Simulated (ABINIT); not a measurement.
Runs of ABINIT 10.8.3 (patched build) on Ir. It takes space group P6_3/mmc (No. 194, hexagonal). Conventional cell: a = 2.751 Å, b = 2.751 Å, c = 4.462 Å, α = 90.00°, β = 90.00°, γ = 120.00°. Ir (site symmetry -6m2) is surrounded by 12 Ir at 2.74 to 2.75 Å. This isn't the form of Ir at room conditions, which is fcc.

```tsv
level	gap on the mesh (eV)	pressure (GPa)
SCAN	none	(b)
PBEsol	none	-11.9
AM05	none	-14.9
LDA	none	(a)
r2SCAN	none	-7.5
```

Alike in all rows: task band structure; potentials or basis JTH PAW PBE v2.0; no spin polarisation; cell as given; k mesh 11 × 11 × 6; cutoff (eV) 517; smearing fermi-dirac 0.05 eV.

Task: Fill in the values left out.

Result: (a) -16.8; (b) -18.9.

Caveats: the PAW data sets were made with another functional, which shifts forces and pressure a little; spin-orbit coupling is left out, which moves the levels of the heavy elements.

A k mesh can miss the band edges, and the runs leave out spin-orbit coupling on Ir.

A gap of «none» marks a metal or a gap under the smearing width.
